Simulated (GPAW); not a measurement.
Ge:

```
CELL_PARAMETERS angstrom
0.00000 2.82891 2.82891
2.82891 0.00000 2.82891
2.82891 2.82891 0.00000
ATOMIC_POSITIONS crystal
Ge 0.75000 0.75000 0.75000
Ge 0.50000 0.50000 0.50000
```

Base run:

- Program: GPAW 26.7.0
- Functional: PBEsol
- Potentials or basis: PAW data sets generated in the run's folder for this functional
- Cutoff: 600 eV
- Basis: pw
- k mesh: 8 × 8 × 8
- Occupations: fermi-dirac, width 0.05 eV
- Spin: no spin polarisation

Its results: pressure 0.9 GPa.

Task: The run is repeated on the same cell with these changes: functional from PBEsol to LDA; potentials or basis from PAW data sets generated in the run's folder for this functional to the program's PAW data sets (release 1.2.1) made for this functional. What comes out?

Result: Pressure -1.0 GPa.

Not every run made on this cell is shown here.
